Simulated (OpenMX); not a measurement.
The system is Bi.

```xyz
2
Lattice="2.2675 1.3091 3.9380 -2.2675 1.3091 3.9380 0.0000 -2.6183 3.9380" Properties=species:S:1:pos:R:3 pbc="T T T"
Bi    0.0000    0.0000    9.0495
Bi    0.0000    0.0000    2.7645
```

| Property | Result |
| --- | --- |
| Program | OpenMX 3.8.5 |
| Task | single point |
| Functional | PBE |
| Potentials or basis | OpenMX 2013 PBE set, Bi8.0-s3p2d2f1, grid cutoff 500 Ry |
| k mesh | 7 × 7 × 7 |
| Occupations | fermi-dirac, width 0.05 eV |
| Spin | no spin polarisation |

On this cell: pressure 3.4 GPa; largest force 0.365 eV/Å; band gap on the k mesh 0.29 eV, indirect (least direct gap 0.56 eV).

The same run follows on a disturbed copy (atoms moved at random, drawn with an rms of 0.05 Å):

```
Bi
1.0
     2.26750    1.30914    3.93800
    -2.26750    1.30914    3.93800
     0.00000   -2.61828    3.93800
Bi
2
Direct
  0.77243 0.78624 0.75406
  0.23222 0.23858 0.23225
```

Q: What does the disturbed cell give?

A: The energy moves by +16.9 meV/atom; pressure 4.1 GPa; largest force 0.709 eV/Å; band gap on the k mesh 0.26 eV, indirect (least direct gap 0.55 eV).

Forces in eV/Å, atoms in the order of the input:
```
Bi   0.053 -0.227 -0.670
Bi  -0.051  0.225  0.670
```

Caveats: spin-orbit coupling is left out, which as a rule narrows the gap of such compounds by several tenths of an eV; an odd mesh through Γ misses points on the zone boundary, where band edges often lie; the basis of atomic orbitals isn't converged, which shifts pressures, moduli and gaps.
